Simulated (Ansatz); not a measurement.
# SnSe: how the settings move a single-point run

Aim: see which settings change the result for SnSe, by how much, and at what cost.

Method: reference: DFT, HSE06, plane waves, PAW, in Ansatz 0.2.0.

8 further runs of the same task are left out: 2 for a known fault of the program, 6 that didn't finish.

## (1) Starting point

Symmetry: Fm-3m, No. 225, cubic system. Conventional cell: a = 5.970 Å, b = 5.970 Å, c = 5.970 Å, α = 90.00°, β = 90.00°, γ = 90.00°. Sn (site symmetry m-3m) has 6 Se at 2.98 Å as nearest neighbours. Around Se (site symmetry m-3m) lie 6 Sn at 2.98 Å.

Structure file:

```cif
data_structure
_symmetry_space_group_name_H-M 'Fm-3m'
_symmetry_Int_Tables_number 225
_cell_length_a 5.9698
_cell_length_b 5.9698
_cell_length_c 5.9698
_cell_angle_alpha 90.000
_cell_angle_beta 90.000
_cell_angle_gamma 90.000
_cell_volume 212.75
loop_
_atom_site_label
_atom_site_type_symbol
_atom_site_symmetry_multiplicity
_atom_site_Wyckoff_symbol
_atom_site_fract_x
_atom_site_fract_y
_atom_site_fract_z
_atom_site_occupancy
Sn1 Sn 4 a 0.00000 0.00000 0.00000 1
Se1 Se 4 b 0.50000 0.00000 0.00000 1
```

## (2) Baseline

Input file input.yaml:

```yaml
crystal:
  lattice:
    - [0.0, 2.9848894912, 2.9848894912]
    - [2.9848894912, 0.0, 2.9848894912]
    - [2.9848894912, 2.9848894912, 0.0]
  atoms:
    - { symbol: Sn, position: [0.0, 0.0, 0.0] }
    - { symbol: Se, position: [0.5, 0.5, 0.5] }
kpoints:
  mp_grid: { grid: [4, 4, 4] }
hamiltonian:
  xc: hse06
scf:
  occupations: { method: fixed }
  n_extra_bands: 4
output:
  forces: true
  stress: true
  eigenvalues: true
```

Run with:

```sh
$ ansatz run input.yaml --threads 4 --pin off --max-ram 3686MiB --backend cpu --events-out ev --progress --plain --runs-dir out
```

## (3) Variant: mp_grid.grid [6, 6, 6], xc pbe

Changes to input.yaml since step 2:

```diff
@@ -9,5 +9,5 @@
 kpoints:
-  mp_grid: { grid: [4, 4, 4] }
+  mp_grid: { grid: [6, 6, 6] }
 hamiltonian:
-  xc: hse06
+  xc: pbe
 scf:
```

## (4) Changed: exchange pbe, correlation pbe, coeff 0.5, omega 0.1

Changes to input.yaml since step 2:

```diff
@@ -11,3 +11,3 @@
 hamiltonian:
-  xc: hse06
+  xc: { exchange: pbe, correlation: pbe, exx: { coeff: 0.5, omega: 0.1 } }
 scf:
```

## (5) Variant: exchange pbe, correlation pbe, coeff 0.35, omega 0.1

Changes to input.yaml since step 2:

```diff
@@ -11,3 +11,3 @@
 hamiltonian:
-  xc: hse06
+  xc: { exchange: pbe, correlation: pbe, exx: { coeff: 0.35, omega: 0.1 } }
 scf:
```

## (6) Changing settings: exchange pbe, correlation pbe, coeff 0.3, omega 0.5

Changes to input.yaml since step 2:

```diff
@@ -11,3 +11,3 @@
 hamiltonian:
-  xc: hse06
+  xc: { exchange: pbe, correlation: pbe, exx: { coeff: 0.3, omega: 0.5 } }
 scf:
```

## (7) A run with other settings

Changes to input.yaml since step 2:

```diff
@@ -15,2 +15,4 @@
   n_extra_bands: 4
+  mixing: { beta: 1.0 }
+  max_iter: 75
 output:
```

(Steps that only read results are left out.)

Before running it: what results should come out? Wanted: for each run, ending; energy change; pressure; gap; force.

As calculated:

```
                                                    run     ending   energy change  pressure (GPa)  gap (eV)  force (eV/Å)  cycles    time
                                              reference  converged               0            -0.6      0.62          0.00      15   5.9 s
                      1: mp_grid.grid [6, 6, 6], xc pbe  converged  not comparable             2.0      0.69          0.00       6  0.48 s
 2: exchange pbe, correlation pbe, coeff 0.5, omega 0.1  converged  not comparable            -2.0      0.71          0.00      19   6.5 s
3: exchange pbe, correlation pbe, coeff 0.35, omega 0.1  converged  not comparable            -1.3      0.73          0.00      19   6.5 s
 4: exchange pbe, correlation pbe, coeff 0.3, omega 0.5  converged  not comparable            -0.3      0.65          0.00      13   5.8 s
                                     5: mixing.beta 1.0  converged    0.0 meV/atom            -0.6      0.62          0.00      14   5.9 s
```

Residual by cycle in the longest SCF loop of each run; runs are numbered as in the table. The quantity is the density residual dr2, in eV.

```
cycle  reference   run 1    run 2    run 3    run 4    run 5
    1     0.0111  3.8e-4    0.034     0.02  0.00929   0.0107
    2    0.00277  6.1e-5  0.00752  0.00468  0.00256    0.015
    3     7.8e-4  9.0e-6  0.00931  0.00309   5.2e-4  0.00121
    4     2.0e-4  1.2e-6  0.00261   8.9e-4   1.4e-4   2.6e-4
    5     8.1e-6  3.2e-7   5.5e-4   9.9e-5   4.9e-6   8.0e-6
    6     1.9e-6  7.3e-9   1.7e-4   3.0e-5        -   3.7e-6
    7          -       -   4.4e-5   5.6e-6        -        -
```

«mixing.beta 1.0» leaves the energy as it was. Of the variants the dearest is «exchange pbe, correlation pbe, coeff 0.35, omega 0.1» (6.5 s), the cheapest «mp_grid.grid [6, 6, 6], xc pbe» (0.48 s), on a shared host.
